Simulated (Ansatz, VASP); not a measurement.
# La2O3: VASP beside Ansatz

The input INCAR:

```
SYSTEM = La2O3
PREC = Accurate
ENCUT = 520
EDIFF = 1E-6
ISMEAR = -1
SIGMA = 0.05
LREAL = .False.
LASPH = .True.
NELM = 60
ALGO = Normal
ISIF = 2
LWAVE = .False.
LCHARG = .False.
GGA = PE
NBANDS = 28
```

The input KPOINTS:

```
Automatic mesh
0
Gamma
  5 5 8
  0 0 0
```

File POSCAR:

```
La2O3
1.0
    6.4952117420      0.0000000000      0.0000000000
   -3.2476058710      5.6250183716      0.0000000000
    0.0000000000      0.0000000000      3.3544183217
La O
2 3
Direct
    0.6666666667      0.3333333333      0.4981030000
    0.3333333333      0.6666666667      0.5018970000
    0.5046070000      0.0000000000      0.0000000000
    0.0000000000      0.5046070000      0.0000000000
    0.4953930000      0.4953930000      0.0000000000
```

The input input.yaml:

```yaml
crystal:
  lattice:
    - [6.495211742, 0.0, 0.0]
    - [-3.247605871, 5.6250183716, 0.0]
    - [0.0, 0.0, 3.3544183217]
  atoms:
    - { symbol: La, position: [0.6666666667, 0.3333333333, 0.498103] }
    - { symbol: La, position: [0.3333333333, 0.6666666667, 0.501897] }
    - { symbol: O, position: [0.504607, 0.0, 0.0] }
    - { symbol: O, position: [0.0, 0.504607, 0.0] }
    - { symbol: O, position: [0.495393, 0.495393, 0.0] }
kpoints:
  mp_grid: { grid: [5, 5, 8] }
scf:
  occupations: { method: fermi_dirac, width: 0.05 }
hamiltonian:
  xc: pbe
  pseudopotentials: { kind: all_electron, lapw: { basis_error: 0.001 } }
output:
  forces: true
  stress: true
  eigenvalues: true
```

Change from the starting cell: volume scaled by 1.06.

Alike in both runs: task single point; functional PBE; k mesh 5 × 5 × 8; occupations fermi-dirac, width 0.05 eV; no spin polarisation.

|  | VASP | Ansatz |
| --- | --- | --- |
| version | VASP 6.6.1 | Ansatz 0.2.0 |
| potentials or method | VASP PAW PBE potentials, release 64 (La, O) | all-electron LAPW, scalar-relativistic |
| plane-wave cutoff (eV) | 520 | see its input |

Ansatz gave:

```
gap on the k mesh at the Fermi level (eV)       : 1.87
least direct gap on the mesh (eV)               : 2.16
pressure (GPa)                                  : -4.8
largest component of the traceless stress (GPa) : 1.75
rms of the force components (eV/Å)              : 0.022
```

Which values does VASP return?

gap on the k mesh at the Fermi level (eV): 1.87; least direct gap on the mesh (eV): 2.16; pressure (GPa): -5.0; largest component of the traceless stress (GPa): 1.79; rms of the force components (eV/Å): 0.023.

Atom by atom the forces differ by 0.001 eV/Å (rms over components). Ansatz ran all-electron here, so the differences hold the error of VASP's frozen core and of both bases.

Caveats: spin-orbit coupling is left out, which moves the levels of the heavy elements; an odd mesh through Γ misses points on the zone boundary, where band edges often lie.
